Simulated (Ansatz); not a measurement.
# AlN: band gap under strain

Aim: follow the gap of AlN in the zincblende structure through these states: +2.0 % strain along z alone; +3.0 % strain along z alone; +4.0 % strain along z alone. The table at the end shows which levels were run.

The runs shown are made with Ansatz 0.2.0. PAW datasets, plane waves. Calculated at 0 K for a non-magnetic cell.

### 1 The system as given

The unstrained cell was relaxed with r2SCAN; in each strained cell the atoms were relaxed again with r2SCAN. Names of k-points are those of the unstrained zone, where strain can split equivalent points. First state: +2.0 % strain along z alone.

It is tetragonal, I-4m2 (No. 119); a = 3.090 Å, c = 4.457 Å in the conventional setting, 10.64 Å³ an atom. Near Al stand 4 N at 1.90 Å; near N stand 4 Al at 1.90 Å.

As a file:

```cif
data_structure
_symmetry_space_group_name_H-M 'I-4m2'
_symmetry_Int_Tables_number 119
_cell_length_a 3.0899
_cell_length_b 3.0899
_cell_length_c 4.4571
_cell_angle_alpha 90.000
_cell_angle_beta 90.000
_cell_angle_gamma 90.000
_cell_volume 42.55
loop_
_atom_site_label
_atom_site_type_symbol
_atom_site_symmetry_multiplicity
_atom_site_Wyckoff_symbol
_atom_site_fract_x
_atom_site_fract_y
_atom_site_fract_z
_atom_site_occupancy
Al1 Al 2 a 0.00000 0.00000 0.00000 1
N1 N 2 d 0.50000 0.00000 0.25000 1
```

From earlier runs on the unstrained cell: PBE 3.33 eV, r2SCAN 3.94 eV, HSE06 4.55 eV, G0W0 4.68 eV (on its mesh); a = 4.370 Å.

### 2 +2.0 % strain along z alone: PBE

Input file input.yaml:

```yaml
crystal:
  lattice:
    - [0.0, 2.1848764125, 2.2285739407]
    - [2.1848764125, 0.0, 2.2285739407]
    - [2.1848764125, 2.1848764125, 0.0]
  atoms:
    - { symbol: Al, position: [0.0, 0.0, 0.0] }
    - { symbol: "N", position: [0.25, 0.25, 0.25] }
kpoints:
  mp_grid: { grid: [10, 10, 10] }
  band_path:
    path:
      - [0.0, 0.0, 0.0]
      - [-0.5, -0.5, 0.0]
      - [-0.375, -0.375, 0.25]
      - [-0.375, 0.0, 0.375]
      - [0.0, 0.0, 0.5]
      - [-0.5, -0.25, 0.25]
      - [0.072917, 0.072917, 0.145833]
      - [0.0, 0.5, 0.5]
    npoints: 1
hamiltonian:
  xc: pbe
scf:
  occupations: { method: fermi_dirac, width: 0.02 }
  n_extra_bands: 4
output:
  forces: true
  stress: true
  eigenvalues: true
```

The run is started by

```sh
$ ansatz run input.yaml --threads 2 --pin off --max-ram 29491MiB --backend cpu --events-out ev --progress --plain --runs-dir out
```

Further steps of the session: +2.0 % strain along z alone: r2SCAN; +2.0 % strain along z alone: HSE06; +2.0 % strain along z alone: r2SCAN; +2.0 % strain along z alone: G0W0@PBE; +3.0 % strain along z alone: PBE; +3.0 % strain along z alone: r2SCAN; +3.0 % strain along z alone: HSE06; +3.0 % strain along z alone: r2SCAN; +3.0 % strain along z alone: G0W0@PBE; +4.0 % strain along z alone: PBE; +4.0 % strain along z alone: r2SCAN; +4.0 % strain along z alone: HSE06; +4.0 % strain along z alone: r2SCAN; +4.0 % strain along z alone: G0W0@PBE.

Q: Predict the outcome of this session.

As calculated:

Least gap in eV (negative: overlap), with the change from the unstrained cell in brackets. G0W0 is on its own coarse mesh.

```
                      state  volume change (%)           PBE        r2SCAN         HSE06          G0W0
+2.0 % strain along z alone               +2.0  3.26 (-0.07)  3.87 (-0.07)  4.47 (-0.08)  4.58 (-0.10)
+3.0 % strain along z alone               +3.0  3.22 (-0.11)  3.83 (-0.11)  4.43 (-0.12)  4.54 (-0.14)
+4.0 % strain along z alone               +4.0  3.19 (-0.14)  3.79 (-0.15)  4.39 (-0.16)  4.49 (-0.19)
```

**Reading.** The largest move of the HSE06 gap in the table is -0.162 eV, under +4.0 % strain along z alone. PBE and HSE06 differ by 1.23 eV on the unstrained gap, and by at most 0.02 eV on its change: PBE follows the response to strain far better than the gap itself. G0W0 values are finite-basis, finite-mesh values.
